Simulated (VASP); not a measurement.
Set up this calculation in VASP 6.6.1, as the native input.

```
Task                   : relaxation of cell and atoms
Functional             : PBE
Potentials or basis    : VASP PAW PBE potentials, release 64 (Si)
Cutoff                 : 300 eV
k mesh                 : 5 × 5 × 5
Occupations            : gaussian, width 0.03 eV
Spin                   : no spin polarisation
Further INCAR settings : ALGO = Normal; EDIFF = 1e-06; IBRION = 2; EDIFFG = -0.01; NSW = 90; ISIF = 3
```

The structure of Si lies in POSCAR:

```
Si
1.0
    0.0000000000      2.7135600000      2.7135600000
    2.7135600000      0.0000000000      2.7135600000
    2.7135600000      2.7135600000      0.0000000000
Si
2
Direct
    0.7500000000      0.7500000000      0.7500000000
    0.5000000000      0.5000000000      0.5000000000
```

One way to write it, as run:

INCAR

```
PREC = Accurate
ENCUT = 300
EDIFF = 1E-6
ISMEAR = 0
SIGMA = 0.03
LREAL = F
LASPH = T
NELM = 80
ALGO = Normal
ISIF = 3
LWAVE = F
LCHARG = F
GGA = PE
IBRION = 2
NSW = 90
EDIFFG = -0.01
```

KPOINTS

```
Automatic mesh
0
Gamma
  5 5 5
```

Potentials or basis: VASP PAW PBE potentials, release 64 (Si).

The run is started by

```console
$ cat potpaw_PBE.64/Si/POTCAR > POTCAR
$ mpirun -np 1 vasp_std > vasp.out
```

Results of the run:

```json
{
  "Relaxed volume": "20.46 Å³/atom",
  "Relaxed cell": "a = 3.868 Å, b = 3.868 Å, c = 3.868 Å, α = 60.00°, β = 60.00°, γ = 60.00°",
  "Space group after relaxing (to 0.05 Å)": "Fd-3m (No. 227)",
  "Energy gained by relaxing": "3.3 meV/atom",
  "Ionic steps": "3",
  "Pressure after relaxing": "0.0 GPa",
  "Band gap on the k mesh": "0.61 eV, indirect (least direct gap 2.55 eV)"
}
```

Caveat: the cutoff is under 1.25 times the usual one of these potentials, so pressure, stress and relaxed cells hold a basis-set (Pulay) error; an odd mesh through Γ misses points on the zone boundary, where band edges often lie.

Run time: 3 s on 1 thread of AMD EPYC 9R45 96-Core Processor (Zen 5) (shared host), peak memory 0.09 GiB.
